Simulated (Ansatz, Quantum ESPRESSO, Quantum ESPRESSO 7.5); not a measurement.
**Complex bands of InP, zinc blende type, lattice constant set to 5.9 Å**

Wanted: the complex band structure of InP, zinc blende type, lattice constant set to 5.9 Å, as for a tunnel barrier.

Program: Quantum ESPRESSO 7.5. Level of theory: plane-wave DFT, PBEsol, GBRV ultrasoft pseudopotentials (cross-check by Ansatz 0.2.0 with PAW datasets). Results are calculated unless marked as measured.

Most raw output is cut from this account.

**1. Set-up**

It takes space group F-43m (No. 216, cubic). Conventional cell: a = 5.900 Å, b = 5.900 Å, c = 5.900 Å, α = 90.00°, β = 90.00°, γ = 90.00°. Nearest to In lie 4 P at 2.55 Å. Nearest to P lie 4 In at 2.55 Å. Farther neighbours are not listed.

**2. Self-consistent run**

pwcond needs a cell whose third axis lies along the current and stands perpendicular to the other two.

The input, scf.in:

```
&control
  prefix = 'scf'
  outdir = './out'
  pseudo_dir = './pseudo'
  calculation = 'scf'
  tprnfor = .true.
/
&system
  ibrav = 0
  nat = 4
  ntyp = 2
  ecutwfc = 40
  ecutrho = 200
  occupations = 'fixed'
  nbnd = 22
/
&electrons
  conv_thr = 1e-09
  mixing_beta = 0.6
  electron_maxstep = 120
/
ATOMIC_SPECIES
  In  114.8180  in_pbesol_v1.4.uspp.F.UPF
  P   30.9738  p_pbesol_v1.5.uspp.F.UPF
CELL_PARAMETERS angstrom
  4.17193000900063 0.00000000000000 0.00000000000000
  0.00000000000000 4.17193000900063 0.00000000000000
  0.00000000000000 0.00000000000000 5.90000000000000
ATOMIC_POSITIONS crystal
  In  0.000000000000 0.000000000000 0.000000000000
  P   0.500000000000 0.000000000000 0.250000000000
  In  0.500000000000 0.500000000000 0.500000000000
  P   0.000000000000 0.500000000000 0.750000000000
K_POINTS automatic
  6 6 6 0 0 0
```

The run is started by

```bash
$ OMP_NUM_THREADS=1 mpirun -n 2 pw.x -nk 2 -in scf.in > scf.out
```

Elapsed: 21 s, on 2 MPI ranks of Arm Neoverse V2, shared host; peak memory 0.18 GiB; 43 s of CPU time.

This step gave:

- free energy: -4046.1475 eV
- valence top, on the run's zero: 6.642 eV
- conduction bottom, on the run's zero: 7.126 eV
- gap by band count: 0.4847 eV

The run needed 10 iterations to bring the estimated error under 1e-09 Ry.

**3. Complex bands with pwcond.x**

ikind = 0 solves one period of the crystal for all kz, real and complex, at each energy and k across. ewind and epsproj trim the two-dimensional plane-wave basis; nz1 sets the subslabs.

The input, cbs.in:

```
&inputcond
  outdir = './out'
  prefixl = 'scf'
  band_file = 'cbs'
  ikind = 0
  ewind = 4.0
  epsproj = 1e-05
  nz1 = 7
  energy0 = 4.48
  denergy = -0.16
/
4
  0.00000000 0.00000000 1.00000000
  0.50000000 0.00000000 1.00000000
  0.50000000 0.50000000 1.00000000
  0.25000000 0.00000000 1.00000000
41
```

The run is started by

```bash
$ OMP_NUM_THREADS=1 mpirun -n 2 pwcond.x -in cbs.in > cbs.out
```

Wall time 6 min (2 MPI ranks); peak memory 0.19 GiB; 12 min of CPU time.

This step gave:

```
peak of the smallest κ at the zone centre : 0.033 Å⁻¹
peak of the smallest κ at (1/2, 0)        : 0.168 Å⁻¹
peak of the smallest κ at (1/4, 0)        : 0.17 Å⁻¹
```

K across = (0, 0) in the cell's reciprocal vectors; values within 0.0025 1/Å of each other count once, columns are sorted by size at each energy, a dash where no further value was kept. Table of Im kz of the slowest decaying states by energy, zero at the highest filled level of the SCF mesh:

| energy (eV) | decay 1 (Å⁻¹) | decay 2 (Å⁻¹) | decay 3 (Å⁻¹) |
| --- | --- | --- | --- |
| -1.92 | 0.978 | 1.46 | 1.94 |
| -1.76 | 0.954 | 1.45 | 2.02 |
| -1.60 | 0.931 | 1.44 | 2.02 |
| -1.44 | 0.907 | 1.43 | 2.02 |
| -1.28 | 0.883 | 1.42 | 2.02 |
| -1.12 | 0.859 | 1.41 | 2.02 |
| -0.96 | 0.834 | 1.40 | 2.02 |
| -0.64 | 0.783 | 1.38 | 2.01 |
| -0.48 | 0.756 | 1.37 | 2.01 |
| -0.32 | 0.729 | 1.36 | 2.01 |
| -0.16 | 0.701 | 1.35 | 2.01 |
| 0.00 | 0.006 | 0.011 | 0.672 |
| 0.16 | 0.033 | 0.131 | 0.642 |
| 0.32 | 0.033 | 0.179 | 0.61 |
| 0.48 | 0.006 | 0.213 | 0.577 |
| 0.64 | 0.238 | 0.542 | 1.29 |
| 0.80 | 0.257 | 0.504 | 1.27 |
| 0.96 | 0.273 | 0.463 | 1.26 |
| 1.12 | 0.284 | 0.418 | 1.25 |
| 1.44 | 0.3 | 0.304 | 1.23 |
| 1.60 | 0.214 | 0.304 | 1.21 |
| 1.76 | 0.228 | 0.306 | 1.20 |
| 1.92 | 0.191 | 0.307 | 1.19 |
| 2.08 | 0.118 | 0.305 | 1.18 |
| 2.24 | 0.301 | 1.16 | 1.83 |
| 2.40 | 0.296 | 1.15 | 1.81 |
| 2.56 | 0.289 | 1.14 | 1.78 |
| 2.72 | 0.015 | 0.28 | 1.12 |
| 2.88 | 0.268 | 1.11 | 1.74 |
| 3.04 | 0.068 | 0.254 | 1.10 |
| 3.20 | 0.125 | 0.237 | 1.08 |
| 3.52 | 0.181 | 0.191 | 1.05 |
| 3.68 | 0.159 | 0.198 | 1.04 |
| 3.84 | 0.114 | 0.211 | 1.03 |
| 4.00 | 0.014 | 0.22 | 1.01 |
| 4.16 | 0.111 | 0.227 | 1 |
| 4.32 | 0.152 | 0.232 | 0.986 |
| 4.48 | 0.179 | 0.235 | 0.972 |

K across = (0, 0) in the cell's reciprocal vectors. Re kz of states that move upwards against energy, zero at the highest filled level of the SCF mesh:

```csv
energy (eV),channel 1 (Å⁻¹),channel 2 (Å⁻¹),channel 3 (Å⁻¹)
-1.92,-0.313,0.336,0.336
-1.76,-0.289,0.404,0.404
-1.60,-0.266,0.464,0.464
-1.44,-0.242,0.518,0.518
-1.28,-0.496,-0.496,-0.218
-1.12,-0.447,-0.447,-0.194
-0.96,-0.400,-0.400,-0.171
-0.64,-0.305,-0.305,-0.123
-0.48,-0.256,-0.256,-0.0982
-0.32,-0.203,-0.203,-0.0731
-0.16,-0.139,-0.139,-0.0460
0.00,-,-,-
0.16,-,-,-
0.32,-,-,-
0.48,-,-,-
0.64,0.0460,-,-
0.80,0.0733,-,-
0.96,0.0987,-,-
1.12,0.124,-,-
1.44,0.173,-,-
1.60,0.198,-,-
1.76,0.219,0.223,-
1.92,0.250,0.338,-
2.08,0.277,0.418,-
2.24,0.114,0.305,0.482
2.40,-0.526,0.210,0.336
2.56,-0.475,0.282,0.371
2.72,0.349,-,-
2.88,-0.394,0.424,0.452
3.04,-0.347,-,-
3.20,-0.305,-,-
3.52,-0.219,-,-
3.68,-0.173,-,-
3.84,-0.117,-,-
4.00,0.0166,0.0166,-
4.16,0.120,0.120,-
4.32,0.172,0.172,-
4.48,0.213,0.213,-
```

K across = (1/2, 0) in the cell's reciprocal vectors; values within 0.0025 1/Å of each other count once, columns are sorted by size at each energy, a dash where no further value was kept. Im kz of the slowest decaying states against energy, zero at the highest filled level of the SCF mesh:

| energy (eV) | decay 1 (Å⁻¹) | decay 2 (Å⁻¹) | decay 3 (Å⁻¹) |
| --- | --- | --- | --- |
| -1.92 | 0.795 | 1.21 | 1.85 |
| -1.76 | 0.75 | 1.19 | 1.84 |
| -1.60 | 0.697 | 1.16 | 1.84 |
| -1.44 | 0.632 | 1.14 | - |
| -1.28 | 0.544 | 1.12 | 1.83 |
| -1.12 | 0.393 | 1.10 | 1.82 |
| -0.96 | 0.015 | 0.079 | 1.07 |
| -0.64 | 0.117 | 0.521 | 1.03 |
| -0.48 | 0.137 | 0.571 | 1.01 |
| -0.32 | 0.151 | 0.602 | 0.986 |
| -0.16 | 0.16 | 0.624 | 0.964 |
| 0.00 | 0.166 | 0.638 | 0.942 |
| 0.16 | 0.168 | 0.648 | 0.919 |
| 0.32 | 0.167 | 0.655 | 0.896 |
| 0.48 | 0.163 | 0.658 | 0.873 |
| 0.64 | 0.155 | 0.659 | 0.85 |
| 0.80 | 0.144 | 0.658 | 0.826 |
| 0.96 | 0.126 | 0.656 | 0.802 |
| 1.12 | 0.1 | 0.652 | 0.778 |
| 1.44 | 0.64 | 0.728 | 1.65 |
| 1.60 | 0.632 | 0.702 | 1.63 |
| 1.76 | 0.622 | 0.675 | 1.62 |
| 1.92 | 0.612 | 0.648 | 1.61 |
| 2.08 | 0.601 | 0.619 | 1.60 |
| 2.24 | 0.588 | 1.58 | 1.71 |
| 2.40 | 0.558 | 0.575 | 1.57 |
| 2.56 | 0.525 | 0.56 | 1.56 |
| 2.72 | 0.488 | 0.544 | 1.54 |
| 2.88 | 0.034 | 0.447 | 0.527 |
| 3.04 | 0.142 | 0.397 | 0.508 |
| 3.20 | 0.227 | 0.32 | 0.488 |
| 3.52 | 0.261 | 0.442 | 1.47 |
| 3.68 | 0.248 | 0.415 | 1.46 |
| 3.84 | 0.231 | 0.386 | 1.44 |
| 4.00 | 0.208 | 0.353 | 1.43 |
| 4.16 | 0.177 | 0.315 | 1.41 |
| 4.32 | 0.132 | 0.27 | 1.39 |
| 4.48 | 0.022 | 0.213 | 1.38 |

K across = (1/2, 1/2) in the cell's reciprocal vectors; values within 0.0025 1/Å of each other count once, columns are sorted by size at each energy, a dash where no further value was kept. The Im kz of the slowest decaying states by energy, zero at the highest filled level of the SCF mesh:

```
energy (eV)  decay 1 (Å⁻¹)  decay 2 (Å⁻¹)  decay 3 (Å⁻¹)
      -1.92          0.212          0.217           1.64
      -1.60           0.26           0.27           1.62
      -1.28          0.285            0.3           1.61
      -0.96          0.296          0.317           1.59
      -0.64          0.299          0.324           1.58
      -0.32          0.294          0.325           1.56
      -0.16          0.289          0.323           1.55
       0.00          0.283           0.32           1.54
       0.16          0.275          0.315           1.53
       0.48          0.254          0.301           1.52
       0.80          0.224          0.281           1.50
       1.12          0.184          0.255           1.48
       1.44          0.122          0.219           1.47
       1.76          0.169           1.45           1.62
       2.08           0.08           1.43           1.60
       2.40           1.41           1.57           1.78
       2.72           1.39           1.55           1.76
       2.88           1.38           1.54           1.75
       3.20           1.36           1.51           1.74
       3.52           1.34           1.49           1.73
       3.84           1.31           1.46           1.71
       4.16           1.29           1.43           1.70
       4.48          0.057          0.076           1.27
```

K across = (1/4, 0) in the cell's reciprocal vectors; values within 0.0025 1/Å of each other count once, columns are sorted by size at each energy, a dash where no further value was kept. The Im kz of the slowest decaying states by energy, zero at the highest filled level of the SCF mesh:

| energy (eV) | decay 1 (Å⁻¹) | decay 2 (Å⁻¹) | decay 3 (Å⁻¹) |
| --- | --- | --- | --- |
| -1.92 | 0.023 | 0.133 | 1.06 |
| -1.60 | 0.129 | 1.01 | 1.29 |
| -1.28 | 0.095 | 0.956 | 1.26 |
| -0.96 | 0.905 | 1.23 | 1.28 |
| -0.64 | 0.854 | 1.20 | 1.25 |
| -0.32 | 0.107 | 0.802 | 1.16 |
| -0.16 | 0.121 | 0.132 | 0.775 |
| 0.00 | 0.149 | 0.208 | 0.749 |
| 0.16 | 0.16 | 0.262 | 0.721 |
| 0.48 | 0.17 | 0.335 | 0.664 |
| 0.80 | 0.166 | 0.383 | 0.604 |
| 1.12 | 0.146 | 0.417 | 0.537 |
| 1.44 | 0.098 | 0.441 | 0.461 |
| 1.76 | 0.367 | 0.458 | 0.905 |
| 2.08 | 0.227 | 0.467 | 0.858 |
| 2.40 | 0.101 | 0.471 | 0.81 |
| 2.72 | 0.13 | 0.135 | 0.467 |
| 2.88 | 0.142 | 0.16 | 0.462 |
| 3.20 | 0.143 | 0.183 | 0.444 |
| 3.52 | 0.127 | 0.179 | 0.41 |
| 3.84 | 0.086 | 0.145 | 0.349 |
| 4.16 | 0.243 | 0.279 | 0.56 |
| 4.48 | 0.208 | 0.534 | 0.612 |

**4. Complex bands with pwcond.x, with epsproj = 0.001**

A sensitivity test on the input.

cbs.w.in is the input of step 3 with these lines changed:

```diff
@@ -3,6 +3,6 @@
   prefixl = 'scf'
-  band_file = 'cbs'
+  band_file = 'cbs.w'
   ikind = 0
   ewind = 4.0
-  epsproj = 1e-05
+  epsproj = 0.001
   nz1 = 7
```

The run is started by

```bash
$ OMP_NUM_THREADS=1 mpirun -n 2 pwcond.x -in cbs.w.in > cbs.w.out
```

It took 95 s on 2 MPI ranks; peak memory 0.12 GiB; 3.2 min of CPU time.

The changed values were drawn from a wide range, not chosen for quality; the comparison shows what they did here together.

Beside the run it was changed from:

| quantity | this run | unchanged run | difference |
| --- | --- | --- | --- |
| peak of the smallest κ at the zone centre (Å⁻¹) | 0.033 | 0.033 | 0 |
| peak of the smallest κ at (1/2, 0) (Å⁻¹) | 0.168 | 0.168 | 0 |
| wall time (s) | 95 | 360 |  |

The physical values in this table stay within 0.05 %.

**5. Cross-check with Ansatz**

A second code with its own PAW datasets, on the same atoms.

Level of this step: plane-wave DFT, PBEsol, Ansatz PAW (Ansatz 0.2.0).

The input, input.yaml:

```yaml
crystal:
  lattice:
    - [4.171930009, 0.0, 0.0]
    - [0.0, 4.171930009, 0.0]
    - [0.0, 0.0, 5.9]
  atoms:
    - { symbol: In, position: [0.0, 0.0, 0.0] }
    - { symbol: P, position: [0.5, 0.0, 0.25] }
    - { symbol: In, position: [0.5, 0.5, 0.5] }
    - { symbol: P, position: [0.0, 0.5, 0.75] }
kpoints:
  mp_grid: { grid: [6, 6, 6] }
hamiltonian:
  xc: pbesol
scf:
  occupations: { method: fixed }
  convergence: { dr2_threshold: 1.0e-09 }
output:
  transmission:
    leads: [[0, 0]]
    kpoints: [[0, 0], [0.5, 0], [0.5, 0.5], [0.25, 0]]
    e_range: [-1.92, 4.48]
    de: 0.16
```

The run is started by

```bash
$ ansatz run input.yaml --threads 2 --pin off --max-ram 4096MiB --backend cpu --events-out ev --progress --plain --runs-dir out
```

Wall time 21 s (2 threads); peak memory 0.51 GiB; 41 s of CPU time.

Read from the output:

* free energy: -12531.7227 eV
* gap by band count: 0.5086 eV
* symmetry operations: 16
* slowest decay at the grid energy nearest mid-gap: 0.0355 Å⁻¹
* peak of the smallest κ at the zone centre: 0.03554 Å⁻¹
* peak of the smallest κ at (1/2, 0): 0.1680 Å⁻¹
* peak of the smallest κ at (1/4, 0): 0.1706 Å⁻¹
* valence top, on the run's zero: 6.645 eV

K across = (0, 0) in the cell's reciprocal vectors; values within 0.0025 1/Å of each other count once, columns are sorted by size at each energy, a dash where no further value was kept. The Im kz of the slowest decaying states by energy, zero at the highest filled level of the SCF mesh:

```csv
energy (eV),decay 1 (Å⁻¹),decay 2 (Å⁻¹),decay 3 (Å⁻¹)
-1.92,0.975,1.47,-
-1.76,0.952,1.46,-
-1.44,0.905,1.44,-
-1.28,0.881,1.43,-
-0.96,0.832,1.41,-
-0.80,0.807,1.40,-
-0.64,0.781,1.38,-
-0.32,0.727,1.36,-
-0.16,0.699,1.35,-
0.00,0.00393,0.670,-
0.32,0.0355,0.180,0.609
0.48,0.0169,0.213,0.576
0.80,0.258,0.503,1.28
0.96,0.273,0.462,1.27
1.12,0.285,0.417,1.26
1.44,0.301,0.303,1.23
1.60,0.214,0.305,1.22
1.76,0.230,0.307,1.21
2.08,0.119,0.306,1.18
2.24,0.302,1.17,-
2.56,0.290,1.14,-
2.72,0.0107,0.281,1.13
2.88,0.269,1.12,-
3.20,0.120,0.239,1.09
3.36,0.154,0.218,1.07
3.52,0.178,0.193,1.06
3.84,0.118,0.208,1.03
4.00,0.0294,0.218,1.02
4.32,0.149,0.230,0.991
4.48,0.177,0.233,0.976
```

K across = (0, 0) in the cell's reciprocal vectors. Table of Re kz of states that move upwards by energy, zero at the highest filled level of the SCF mesh:

```csv
energy (eV),channel 1 (Å⁻¹),channel 2 (Å⁻¹),channel 3 (Å⁻¹)
-1.92,-0.314,0.332,0.332
-1.76,-0.290,0.401,0.401
-1.44,-0.243,0.516,0.516
-1.28,-0.498,-0.498,-0.219
-0.96,-0.401,-0.401,-0.172
-0.80,-0.354,-0.354,-0.148
-0.64,-0.307,-0.307,-0.124
-0.32,-0.203,-0.203,-0.0742
-0.16,-0.139,-0.139,-0.0470
0.00,-,-,-
0.32,-,-,-
0.48,-,-,-
0.80,0.0701,-,-
0.96,0.0957,-,-
1.12,0.121,-,-
1.44,0.170,-,-
1.60,0.195,-,-
1.76,0.217,0.220,-
2.08,0.273,0.415,-
2.24,0.113,0.301,0.480
2.56,-0.477,0.281,0.366
2.72,0.347,-,-
2.88,-0.399,0.419,0.441
3.20,-0.308,-,-
3.36,-0.266,-,-
3.52,-0.223,-,-
3.84,-0.122,-,-
4.00,-0.0295,-,-
4.32,0.168,0.168,-
4.48,0.210,0.210,-
```

K across = (1/2, 0) in the cell's reciprocal vectors; values within 0.0025 1/Å of each other count once, columns are sorted by size at each energy, a dash where no further value was kept. The Im kz of the slowest decaying states by energy, zero at the highest filled level of the SCF mesh:

| energy (eV) | decay 1 (Å⁻¹) | decay 2 (Å⁻¹) | decay 3 (Å⁻¹) |
| --- | --- | --- | --- |
| -1.92 | 0.795 | 1.20 | - |
| -1.76 | 0.750 | 1.18 | - |
| -1.60 | 0.698 | 1.16 | - |
| -1.44 | 0.634 | 1.14 | - |
| -1.28 | 0.547 | 1.12 | - |
| -1.12 | 0.401 | 1.09 | - |
| -0.96 | 1.07 | - | - |
| -0.64 | 0.116 | 0.516 | 1.03 |
| -0.48 | 0.136 | 0.567 | 1.01 |
| -0.32 | 0.150 | 0.599 | 0.985 |
| -0.16 | 0.160 | 0.621 | 0.962 |
| 0.00 | 0.165 | 0.636 | 0.940 |
| 0.16 | 0.168 | 0.646 | 0.918 |
| 0.32 | 0.167 | 0.652 | 0.895 |
| 0.48 | 0.164 | 0.656 | 0.872 |
| 0.64 | 0.156 | 0.657 | 0.849 |
| 0.80 | 0.145 | 0.656 | 0.825 |
| 0.96 | 0.128 | 0.654 | 0.801 |
| 1.12 | 0.103 | 0.650 | 0.777 |
| 1.44 | 0.638 | 0.727 | - |
| 1.60 | 0.630 | 0.701 | - |
| 1.76 | 0.621 | 0.675 | - |
| 1.92 | 0.610 | 0.648 | - |
| 2.08 | 0.599 | 0.619 | - |
| 2.24 | 0.587 | 0.589 | - |
| 2.40 | 0.558 | 0.573 | - |
| 2.56 | 0.525 | 0.558 | - |
| 2.72 | 0.488 | 0.542 | - |
| 2.88 | 0.447 | 0.525 | - |
| 3.04 | 0.138 | 0.398 | 0.507 |
| 3.20 | 0.223 | 0.322 | 0.486 |
| 3.52 | 0.261 | 0.440 | 1.47 |
| 3.68 | 0.248 | 0.414 | 1.45 |
| 3.84 | 0.231 | 0.385 | 1.44 |
| 4.00 | 0.208 | 0.352 | 1.42 |
| 4.16 | 0.177 | 0.314 | 1.41 |
| 4.32 | 0.133 | 0.269 | 1.39 |
| 4.48 | 0.0330 | 0.212 | 1.37 |

K across = (1/2, 1/2) in the cell's reciprocal vectors; values within 0.0025 1/Å of each other count once, columns are sorted by size at each energy, a dash where no further value was kept. The Im kz of the slowest decaying states by energy, zero at the highest filled level of the SCF mesh:

```csv
energy (eV),decay 1 (Å⁻¹),decay 2 (Å⁻¹),decay 3 (Å⁻¹)
-1.92,0.209,0.214,-
-1.60,0.258,0.268,-
-1.28,0.283,0.298,-
-0.96,0.295,0.315,-
-0.64,0.298,0.323,-
-0.32,0.294,0.324,-
-0.16,0.289,0.322,-
0.00,0.282,0.319,-
0.16,0.274,0.314,-
0.48,0.253,0.300,-
0.80,0.224,0.281,-
1.12,0.183,0.254,1.49
1.44,0.121,0.218,1.47
1.76,0.168,1.46,-
2.08,0.0797,1.44,-
2.40,1.42,-,-
2.72,1.40,-,-
2.88,1.39,-,-
3.20,1.37,-,-
3.52,1.35,1.49,-
3.84,1.32,1.47,-
4.16,1.30,1.44,-
4.48,0.0569,0.0723,1.28
```

K across = (1/4, 0) in the cell's reciprocal vectors; values within 0.0025 1/Å of each other count once, columns are sorted by size at each energy, a dash where no further value was kept. The Im kz of the slowest decaying states by energy, zero at the highest filled level of the SCF mesh:

| energy (eV) | decay 1 (Å⁻¹) | decay 2 (Å⁻¹) | decay 3 (Å⁻¹) |
| --- | --- | --- | --- |
| -1.92 | 0.0622 | 0.133 | 1.05 |
| -1.76 | 0.134 | 1.03 | 1.30 |
| -1.60 | 0.129 | 1.00 | 1.29 |
| -1.44 | 0.118 | 0.976 | 1.27 |
| -1.28 | 0.0962 | 0.951 | 1.26 |
| -1.12 | 0.0517 | 0.926 | 1.24 |
| -0.96 | 0.901 | 1.23 | 1.29 |
| -0.64 | 0.850 | 1.19 | 1.25 |
| -0.48 | 0.0611 | 0.824 | 1.18 |
| -0.32 | 0.106 | 0.798 | 1.16 |
| -0.16 | 0.119 | 0.132 | 0.772 |
| 0.00 | 0.149 | 0.207 | 0.746 |
| 0.16 | 0.160 | 0.262 | 0.718 |
| 0.32 | 0.167 | 0.303 | 0.690 |
| 0.48 | 0.171 | 0.335 | 0.662 |
| 0.64 | 0.170 | 0.362 | 0.632 |
| 0.80 | 0.167 | 0.384 | 0.601 |
| 0.96 | 0.159 | 0.402 | 0.569 |
| 1.12 | 0.147 | 0.418 | 0.535 |
| 1.44 | 0.102 | 0.442 | 0.460 |
| 1.60 | 0.0509 | 0.416 | 0.452 |
| 1.76 | 0.366 | 0.459 | 0.903 |
| 1.92 | 0.306 | 0.465 | 0.880 |
| 2.08 | 0.227 | 0.469 | 0.856 |
| 2.24 | 0.0526 | 0.0727 | 0.472 |
| 2.40 | 0.0970 | 0.473 | 0.807 |
| 2.56 | 0.0489 | 0.119 | 0.472 |
| 2.72 | 0.126 | 0.133 | 0.470 |
| 2.88 | 0.140 | 0.158 | 0.465 |
| 3.04 | 0.143 | 0.174 | 0.458 |
| 3.20 | 0.142 | 0.182 | 0.448 |
| 3.52 | 0.127 | 0.178 | 0.415 |
| 3.68 | 0.112 | 0.167 | 0.389 |
| 3.84 | 0.0883 | 0.147 | 0.355 |
| 4.00 | 0.0429 | 0.109 | 0.310 |
| 4.16 | 0.250 | 0.288 | 0.555 |
| 4.32 | 0.125 | 0.161 | 0.541 |
| 4.48 | 0.203 | 0.529 | 0.616 |

**6. Worked from the printed numbers**

T falls as exp(−2κd). With κ = 0.033 1/Å, 10 Å of barrier pass exp(−2 × 0.033 × 10) = 0.52 of that channel, interfaces aside.

**7. What came out**

| Quantity | Value |
| --- | --- |
| gap on the SCF mesh | 0.48 eV |
| smallest κ at mid-gap among the four k points, at the zone centre | 0.033 Å⁻¹ |
| peak of the smallest κ in the stop band at the zone centre | 0.033 Å⁻¹ |
| peak of the smallest κ in the stop band at (1/2, 0) | 0.168 Å⁻¹ |
| peak of the smallest κ in the stop band at (1/4, 0) | 0.170 Å⁻¹ |
| peak at the zone centre by Ansatz | 0.036 Å⁻¹ |

In words: With a gap of 0.48 eV on the mesh, the smallest κ at mid-gap among the four k points, at the zone centre is 0.033 Å⁻¹ (PBEsol, GBRV ultrasoft). For a barrier with the Fermi level at mid-gap the slowest state found, at the zone centre, loses a factor of ten in probability every 35 Å or so. Stop bands away from the zone centre are mostly wider than the gap, so their peaks can lie above the conduction bottom. At the zone centre pwcond's peak is 0.033 and Ansatz's 0.036 1/Å, 7 % apart. The gap holds only 3 points of the energy grid, so peaks are resolved roughly. The cell is the a/√2 one, turned by 45°, with two primitive cells, so X along [001] folds onto kz = 0. A semilocal gap is too small, often by a third to a half and by more in narrow-gap crystals, so real barriers decay faster. Spin-orbit coupling is left out; depending on the atoms that carry the levels of interest, it can split and shift them by tens to hundreds of meV.

[Logs are printed without paths, hosts, clocks, repeated set-up lines and the standing remarks that a program may print on its own settings, such as how far it seeks lower states.]

[Hosts, paths, dates, database ids (printed as entryN), source tags and the programs' standing remarks are cut or masked in the printed files.]

[Maps of the electrostatic potential energy from Ansatz leave out the sawtooth potential of an applied field or a dipole correction, so their vacuum need not be flat; planar profiles and work functions include it.]
